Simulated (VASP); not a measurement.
Crystal: MgB2.

```
CELL_PARAMETERS angstrom
3.08500 0.00000 0.00000
-1.54250 2.67169 0.00000
0.00000 0.00000 3.52300
ATOMIC_POSITIONS crystal
Mg 0.00000 0.00000 0.00000
B 0.66667 0.33333 0.50000
B 0.33333 0.66667 0.50000
```

* Program: VASP 6.6.1
* Task: single point
* Functional: PBE
* Potentials or basis: VASP PAW PBE potentials, release 64 (Mg, B)
* Cutoff: 520 eV
* k mesh: 10 × 10 × 8
* Occupations: fermi-dirac, width 0.05 eV
* Spin: no spin polarisation

On this cell: pressure -1.2 GPa; largest force under 0.003 eV/Å; band gap on the k mesh none (metal or under the smearing width).

The same run follows on a disturbed copy (atoms moved at random, drawn with an rms of 0.05 Å):

```xyz
3
Lattice="3.0850 0.0000 0.0000 -1.5425 2.6717 0.0000 0.0000 0.0000 3.5230" Properties=species:S:1:pos:R:3 pbc="T T T"
Mg    0.0703   -0.0171   -0.0345
B     1.5536    0.8592    1.7323
B     0.0098    1.7804    1.7941
```

Task: What does the disturbed cell give?

Result: The energy (extrapolated to zero smearing) moves by +10.9 meV/atom; pressure -0.9 GPa; largest force 0.738 eV/Å; band gap on the k mesh none (metal or under the smearing width).

Forces on the atoms (eV/Å):
```
Mg  -0.285  0.007  0.239
B    0.136  0.151  0.466
B    0.149 -0.158 -0.705
```

Stress tensor (GPa, compression positive):
```
-1.40 -0.01 -0.30
-0.01 -0.51  0.10
-0.30  0.10 -0.73
```
